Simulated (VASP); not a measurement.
Here is a VASP 6.6.1 calculation.

INCAR

```
SYSTEM = Pb
  ALGO = Fast
  EDIFF = 1E-6
  ENCUT = 520
  GGA = PE
  ISIF = 2
  ISMEAR = 0
  LASPH = .True.
  LCHARG = .False.
  LREAL = .False.
  LWAVE = .False.
  NELM = 80
  PREC = Accurate
  SIGMA = 0.013000000000000001
```

File KPOINTS:

```
k-points
0
Gamma
  9 9 9
  0 0 0
```

File POSCAR:

```
Pb
1.0
    0.0000000000      2.4750200000      2.4750200000
    2.4750200000      0.0000000000      2.4750200000
    2.4750200000      2.4750200000      0.0000000000
Pb
1
Direct
    0.0000000000      0.0000000000      0.0000000000
```

Potentials or basis: VASP PAW PBE potentials, release 64 (Pb_d).

Run with:

```console
$ cat potpaw_PBE.64/Pb_d/POTCAR > POTCAR
$ mpirun -np 1 vasp_std > vasp.out
```

(1) Estimate the band gap on the k mesh.

(2) Predict the pressure.

Answers

(1) none (metal or under the smearing width).

(2) 2.2 GPa.
